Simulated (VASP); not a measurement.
Write the native input for VASP 6.6.1 that does the following.

```
Task                   : single point
Functional             : PBE
Potentials or basis    : VASP PAW PBE potentials, release 64 (Ge_d)
Cutoff                 : 520 eV
k mesh                 : 8 × 8 × 8
Occupations            : gaussian, width 0.015 eV
Spin                   : no spin polarisation
Further INCAR settings : ALGO = Normal; EDIFF = 1e-07; NBANDS = 21
```

The structure of Ge lies in POSCAR:

```
Ge
1.0
    0.0000000000      2.8289100000      2.8289100000
    2.8289100000      0.0000000000      2.8289100000
    2.8289100000      2.8289100000      0.0000000000
Ge
2
Direct
    0.7500000000      0.7500000000      0.7500000000
    0.5000000000      0.5000000000      0.5000000000
```

One way to write it, as run:

INCAR

```
PREC     = Accurate       # precision mode
ENCUT    = 520            # plane-wave cutoff, eV
EDIFF    = 1E-7           # SCF threshold, eV
ISMEAR   = 0              # smearing method
SIGMA    = 0.015          # smearing width, eV
LREAL    = False          # projectors in reciprocal space
LASPH    = True           # aspherical terms in the spheres
NELM     = 100            # most SCF steps
ALGO     = Normal         # electronic algorithm
ISIF     = 2              # what is computed and relaxed
LWAVE    = False          # write WAVECAR
LCHARG   = False          # write CHGCAR
GGA      = PE             # functional
NBANDS   = 21             # bands
```

KPOINTS

```
Automatic mesh
0
Gamma
  8 8 8
```

Potentials or basis: VASP PAW PBE potentials, release 64 (Ge_d).

Run with:

```console
$ cat potpaw_PBE.64/Ge_d/POTCAR > POTCAR
$ mpirun -np 1 vasp_std > vasp.out
```

It gave:

```json
{"Pressure": "3.5 GPa", "Band gap on the k mesh": "0.03 eV, direct"}
```

Wall time 28 s on 1 thread of Intel(R) Xeon(R) Platinum 8488C (Sapphire Rapids) (shared host), peak memory 0.16 GiB.
